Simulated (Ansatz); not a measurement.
Input and command of a calculation in Ansatz (plane waves; scalar-relativistic PAW potentials unless the input names others):

```yaml
crystal:
  lattice:
    - [0.0, 2.209203451, 2.209203451]
    - [2.209203451, 0.0, 2.209203451]
    - [2.209203451, 2.209203451, 0.0]
  atoms:
    - { symbol: Ta, position: [0.5, 0.5, 0.5] }
    - { symbol: "N", position: [0.0, 0.0, 0.0] }
basis:
  ecutwfc: 420
  ecutrho_ratio: 4
kpoints:
  mp_grid: { grid: [16, 16, 16] }
hamiltonian:
  xc: pbe
scf:
  occupations: { method: fermi_dirac, width: 0.15 }
  convergence: { dr2_threshold: 1.0e-11 }
output:
  forces: true
  eigenvalues: true
  stress: true
relax:
  adjacent_minimum: "off"
  f_tol: 0.001
  max_steps: 60
  cell: { stress_tol: 0.02, p_target: 40.0 }
```

```bash
ansatz run input.yaml --threads 1 --pin off --max-ram 3072MiB --backend cpu --events-out ev --progress --plain --runs-dir out
```

Abridged log:
```
Basis set: ecut = 420 eV, 411 PW (Γ), exchange–correlation on 48×48×48 points (8 copies of the dense FFT grid, shifted against one another)
Bands: 13, of which v1, the nominal top of the filled ones, is band 9 counted from 1 (8 counted from 0)
Symmetry: 48 space group operations
k-points: 145 of 4096
SCF iter   1: F=—  HF=-10317.948665 eV  |F-HF|=—  |Δ(HF+E_count)|=         —  Δρ=1.77e-3  dr2=3.78e-4  ethr=1.77e-3  ⟨swp⟩=5.1  Hψ=21751  notcnv=0  defer=43
automatic band count: the SCF goes on with 17 bands, as 13 were too few: the levels above may hold too much charge
SCF iter   2: F=—  HF=-10317.948196 eV  |F-HF|=—  |Δ(HF+E_count)|=   4.69e-4  Δρ=1.02e-3  dr2=1.30e-4  ethr=2.10e-6  ⟨swp⟩=2.2  Hψ=4368  notcnv=0  defer=41
SCF iter   3: F=—  HF=-10317.948303 eV  |F-HF|=—  |Δ(HF+E_count)|=   1.07e-4  Δρ=2.84e-4  dr2=1.45e-5  ethr=7.24e-7  ⟨swp⟩=2.2  Hψ=3096  notcnv=0  defer=41
SCF iter   4: F=—  HF=-10317.948299 eV  |F-HF|=—  |Δ(HF+E_count)|=   4.60e-6  Δρ=1.62e-4  dr2=4.24e-6  ethr=8.04e-8  ⟨swp⟩=1.0  Hψ=2328  notcnv=0  defer=41
SCF iter   5: F=—  HF=-10317.948296 eV  |F-HF|=—  |Δ(HF+E_count)|=   2.50e-6  Δρ=1.93e-5  dr2=4.25e-8  ethr=2.36e-8  ⟨swp⟩=1.7  Hψ=2704  notcnv=0  defer=41
SCF iter   6: F=—  HF=-10317.948296 eV  |F-HF|=—  |Δ(HF+E_count)|=   7.69e-7  Δρ=1.50e-5  dr2=2.60e-8  ethr=2.36e-10  ⟨swp⟩=2.4  Hψ=3579  notcnv=0  defer=41
SCF iter   7: F=—  HF=-10317.948295 eV  |F-HF|=—  |Δ(HF+E_count)|=   7.27e-9  Δρ=1.34e-6  dr2=3.45e-10  ethr=1.45e-10  ⟨swp⟩=1.0  Hψ=2342  notcnv=0  defer=41
SCF iter   8: F=—  HF=-10317.948295 eV  |F-HF|=—  |Δ(HF+E_count)|=  8.37e-11  Δρ=5.63e-7  dr2=5.51e-11  ethr=1.92e-12  ⟨swp⟩=1.9  Hψ=2894  notcnv=0  defer=41
   ...
SCF iter   1: F=—  HF=-10317.718122 eV  |F-HF|=—  |Δ(HF+E_count)|=         —  Δρ=6.64e-6  dr2=1.21e-9  ethr=1.14e-8  ⟨swp⟩=3.1  Hψ=19335  notcnv=0
SCF iter   2: F=—  HF=-10317.718119 eV  |F-HF|=—  |Δ(HF+E_count)|=   2.32e-6  Δρ=3.29e-6  dr2=2.72e-10  ethr=6.72e-12  ⟨swp⟩=2.2  Hψ=3873  notcnv=0
SCF iter   3: F=—  HF=-10317.718119 eV  |F-HF|=—  |Δ(HF+E_count)|=  5.93e-10  Δρ=3.06e-7  dr2=1.07e-11  ethr=1.51e-12  ⟨swp⟩=2.0  Hψ=3212  notcnv=0
SCF iter   4: F=-10317.718119 eV  HF=-10317.718119 eV  |F-HF|=3.64e-12  |Δ(HF+E_count)|=  3.64e-12  Δρ=5.84e-8  dr2=1.38e-13  ethr=1.00e-12  ⟨swp⟩=1.0  Hψ=2465  notcnv=0
SCF iter   5: F=-10317.718119 eV  HF=-10317.718119 eV  |F-HF|=5.46e-12  |Δ(HF+E_count)|=  3.64e-12  Δρ=8.64e-9  dr2=4.49e-15  ethr=1.00e-12  ⟨swp⟩=1.0  Hψ=2465  notcnv=0
SCF iter   6: F=-10317.718119 eV  HF=-10317.718119 eV  |F-HF|=3.64e-12  |Δ(HF+E_count)|=    0.00e0  Δρ=9.50e-10  dr2=5.69e-17  ethr=1.00e-12  ⟨swp⟩=1.0  Hψ=2465  notcnv=0
SCF iter   7: F=-10317.718119 eV  HF=-10317.718119 eV  |F-HF|=1.82e-12  |Δ(HF+E_count)|=  1.82e-12  Δρ=1.21e-10  dr2=2.54e-18  ethr=1.00e-12  ⟨swp⟩=1.0  Hψ=2465  notcnv=0
SCF iter   8: F=-10317.718119 eV  HF=-10317.718119 eV  |F-HF|=0.00e0  |Δ(HF+E_count)|=    0.00e0  Δρ=2.96e-11  dr2=1.19e-19  ethr=1.00e-12  ⟨swp⟩=1.0  Hψ=5515  notcnv=0
SCF 8 converged in 8 iterations: F = -10317.718119 eV  dr2 = 1.19e-19
SCF converged after 8 iterations
Free energy (F): -10317.718119 eV
Harris-Foulkes:  -10317.718119 eV  (|F-HF|=0.00e0)
Internal energy: -10317.662233 eV  (E = F + TS)
E sigma→0 (E₀):  -10317.690176 eV
Entropy (-TS):   -0.055886 eV (-27.943 meV/atom)
Fermi energy:    23.736733 eV
--- Forces (eV/Å), atoms counted from 1 ---
  atom   1  Ta     0.00000000     0.00000000     0.00000000
  atom   2  N      0.00000000     0.00000000     0.00000000
--- Stress (GPa, compression-positive) ---
       39.998002       0.000000       0.000000
        0.000000      39.998002       0.000000
        0.000000       0.000000      39.998002
  P = ⅓ Tr σ = 39.9980 GPa (399.980 kbar)
--- Relaxed structure (6 steps of the walk, 6 accepted, 2 SCFs on fresh bases) ---
  F+E_penalty+E_count = -10317.71811930 eV   max|allowed force component| = 1.039e-29 eV/Å   (the final SCF, on the basis selected at the relaxed cell)
  cell:  # Å, volume = 19.5498 Å³
    - [0.0, 2.13814609, 2.13814609]
    - [2.13814609, 0.0, 2.13814609]
    - [2.13814609, 2.13814609, 0.0]
  atoms:
    - { symbol: Ta, position: [0.5, 0.5, 0.5] }
    - { symbol: N, position: [0.0, 0.0, 0.0] }
```

Apart from outputs and empty bands, the input differs from a reference run on usual settings in scf.convergence.dr2_threshold: not typed → 1e-11; basis.ecutrho_ratio: not typed → 4. The reference, at the same start, ended its own course with a relaxed volume of 9.77 Å³/atom, pressure 40.00 GPa, largest force 0.000 eV/Å, no gap on the mesh. This run converged in 58 SCF iterations over all its steps (reference: 50) with an energy at zero smearing within 0.01 meV/atom of the reference's, a relaxed volume of 9.77 Å³/atom, pressure 40.00 GPa, largest force 0.000 eV/Å, no gap on the mesh.

It took 58 s on 1 thread of Intel(R) Xeon(R) Processor @ 2.50GHz (Skylake/Cascade Lake), on a shared host, peak memory 0.4 GiB.